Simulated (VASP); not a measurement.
Wanted: the native input for a VASP 6.6.1 run.

```yaml
Task: density of states
Functional: revPBE
Dispersion: D4
Potentials_or_basis: VASP PAW PBE potentials, release 64 (Zn)
Cutoff: 520 eV
k_mesh: 12 × 12 × 12
Occupations: tetrahedron, width 0.05 eV
Spin: no spin polarisation
k_mesh_for_the_DOS: 18 × 18 × 18
Further_INCAR_settings: ALGO = Normal; EDIFF = 1e-06; NBANDS = 12
```

Crystal: Zn.

```
Zn
1.0
     0.00000    1.96478    1.96478
     1.96478    0.00000    1.96478
     1.96478    1.96478    0.00000
Zn
1
Cartesian
  0.0000 0.0000 0.0000
```

This isn't the form of Zn at room conditions, which is hcp.

One way to write it, as run:

POSCAR

```
Zn
1.0
    0.0000000000      1.9647760000      1.9647760000
    1.9647760000      0.0000000000      1.9647760000
    1.9647760000      1.9647760000      0.0000000000
Zn
1
Cartesian
    0.0000000000      0.0000000000      0.0000000000
```

INCAR.step1

```
SYSTEM = Zn
PREC = Accurate
ENCUT = 520
EDIFF = 1E-6
ISMEAR = -5
SIGMA = 0.05
LREAL = .False.
LASPH = .True.
NELM = 100
ALGO = Normal
ISIF = 2
LWAVE = .False.
LCHARG = .True.
GGA = RE
IVDW = 13
NBANDS = 12
```

KPOINTS.step1

```
regular mesh
0
Gamma
  12 12 12
  0 0 0
```

INCAR.step2

```
SYSTEM = Zn
PREC = Accurate
ENCUT = 520
EDIFF = 1E-6
ISMEAR = -5
SIGMA = 0.05
LREAL = .False.
LASPH = .True.
NELM = 100
ALGO = Normal
ISIF = 2
LWAVE = .False.
LCHARG = .False.
GGA = RE
IVDW = 13
LORBIT = 11
NBANDS = 12
NEDOS = 2001
ICHARG = 11
```

KPOINTS.step2

```
regular mesh
0
Gamma
  18 18 18
  0 0 0
```

Potentials or basis: VASP PAW PBE potentials, release 64 (Zn).

The run is started by

```bash
$ cat potpaw_PBE.64/Zn/POTCAR > POTCAR
$ cp INCAR.step1 INCAR
$ cp KPOINTS.step1 KPOINTS
$ mpirun -np 1 vasp_std > vasp.out
$ cp INCAR.step2 INCAR
$ cp KPOINTS.step2 KPOINTS
$ mpirun -np 1 vasp_std > vasp.out
```

Results of the run:

```json
{"Valence electrons inside the program's atomic spheres": "Zn 10.74", "Dispersion energy per atom": "-0.562 eV"}
```

It took 42 s on 1 thread of AMD EPYC 7R43 64-Core Processor (Zen 3), with other jobs on the host, peak memory 0.12 GiB.
